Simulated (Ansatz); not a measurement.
Relaxed (110) slab cut from IrO2 (space group P4_2/mnm (No. 136)); the slab's formula is IrO2, its outer planes O (top) and O (bottom):

```yaml
crystal:
  lattice:
    - [3.15357, 0.00000, 0.00000]
    - [0.00000, 6.32364, 0.00000]
    - [0.00000, 0.00000, 26.90385]
  atoms:
    - { symbol: O, position: [0.00000, 0.00000, 0.27854] }
    - { symbol: Ir, position: [0.00000, 0.50000, 0.32593] }
    - { symbol: Ir, position: [0.50000, 0.00000, 0.32170] }
    - { symbol: O, position: [0.50000, 0.31013, 0.32109] }
    - { symbol: O, position: [0.50000, 0.68987, 0.32109] }
    - { symbol: O, position: [0.00000, 0.00000, 0.36738] }
    - { symbol: O, position: [0.00000, 0.50000, 0.39751] }
    - { symbol: Ir, position: [0.00000, 0.00000, 0.43979] }
    - { symbol: Ir, position: [0.50000, 0.50000, 0.44218] }
    - { symbol: O, position: [0.50000, 0.80871, 0.44038] }
    - { symbol: O, position: [0.50000, 0.19129, 0.44038] }
    - { symbol: O, position: [0.00000, 0.50000, 0.48755] }
    - { symbol: O, position: [0.00000, 0.00000, 0.51245] }
    - { symbol: Ir, position: [0.00000, 0.50000, 0.56021] }
    - { symbol: Ir, position: [0.50000, 0.00000, 0.55782] }
    - { symbol: O, position: [0.50000, 0.30871, 0.55962] }
    - { symbol: O, position: [0.50000, 0.69129, 0.55962] }
    - { symbol: O, position: [0.00000, 0.00000, 0.60249] }
    - { symbol: O, position: [0.00000, 0.50000, 0.63262] }
    - { symbol: Ir, position: [0.00000, 0.00000, 0.67407] }
    - { symbol: Ir, position: [0.50000, 0.50000, 0.67830] }
    - { symbol: O, position: [0.50000, 0.81013, 0.67891] }
    - { symbol: O, position: [0.50000, 0.18987, 0.67891] }
    - { symbol: O, position: [0.00000, 0.50000, 0.72146] }
```

Theory: DFT PBEsol, scalar-relativistic, plane waves, PAW in Ansatz. Plane waves to 420 eV, a k mesh through Γ of 11×6×1 on the computed 24-atom cell and Gaussian smearing (0.10 eV); no spin polarisation. The cell repeats along c with a dipole correction in the vacuum.

The potential is the smooth part; its values at the atoms depend on the PAW datasets.

**Question.** How does the plane-averaged electrostatic potential energy of an electron run along c, counted from the Fermi level?

**Answer.** z (Å), V (eV) and a bar:
```
     2.69       6.01 ##############################
     2.99       6.01 ##############################
     3.29       6.01 ##############################
     3.59       6.01 ##############################
     3.89       6.01 ##############################
     4.19       6.01 ##############################
     4.48       6.01 ##############################
     4.78       6.01 ##############################
     5.08       6.00 ##############################
     5.38       6.00 ##############################
     5.68       5.99 ##############################
     5.98       5.95 ##############################
     6.28       5.86 ##############################
     6.58       5.59 ##############################
     6.88       4.64 #############################
     7.17       2.27 ##########################
     7.47      -0.01 #######################
     7.77      -2.30 #####################
     8.07      -8.17 ###############
     8.37     -17.00 #####
     8.67     -21.45
     8.97     -17.86 ####
     9.27      -9.35 #############
     9.57      -3.53 ####################
     9.86      -1.03 ######################
    10.16      -0.29 #######################
    10.46      -0.32 #######################
    10.76      -1.39 ######################
    11.06      -4.56 ##################
    11.36     -12.09 ##########
    11.66     -19.96 ##
    11.96     -21.31
    12.26     -15.00 #######
    12.56      -6.16 #################
    12.85      -1.89 #####################
    13.15      -0.81 #######################
    13.45      -0.96 ######################
    13.75      -0.81 #######################
    14.05      -1.89 #####################
    14.35      -6.16 #################
    14.65     -15.00 #######
    14.95     -21.31
    15.25     -19.96 ##
    15.54     -12.09 ##########
    15.84      -4.56 ##################
    16.14      -1.39 ######################
    16.44      -0.32 #######################
    16.74      -0.29 #######################
    17.04      -1.03 ######################
    17.34      -3.53 ####################
    17.64      -9.35 #############
    17.94     -17.87 ####
    18.23     -21.45
    18.53     -17.00 #####
    18.83      -8.17 ###############
    19.13      -2.30 #####################
    19.43      -0.01 #######################
    19.73       2.27 ##########################
    20.03       4.63 ############################
    20.33       5.59 ##############################
    20.63       5.86 ##############################
    20.93       5.95 ##############################
    21.22       5.99 ##############################
    21.52       6.00 ##############################
    21.82       6.00 ##############################
    22.12       6.01 ##############################
    22.42       6.01 ##############################
    22.72       6.01 ##############################
    23.02       6.01 ##############################
    23.32       6.01 ##############################
    23.62       6.01 ##############################
    23.91       6.01 ##############################
    24.21       6.01 ##############################
```

The vacuum level lies 6.01 eV above the Fermi level.

Spin-orbit coupling is left out, which matters for the bands of heavy elements.

Cost: 1 run of about 6 core-minutes, on AMD EPYC 9R45 (Zen 5) (shared hosts).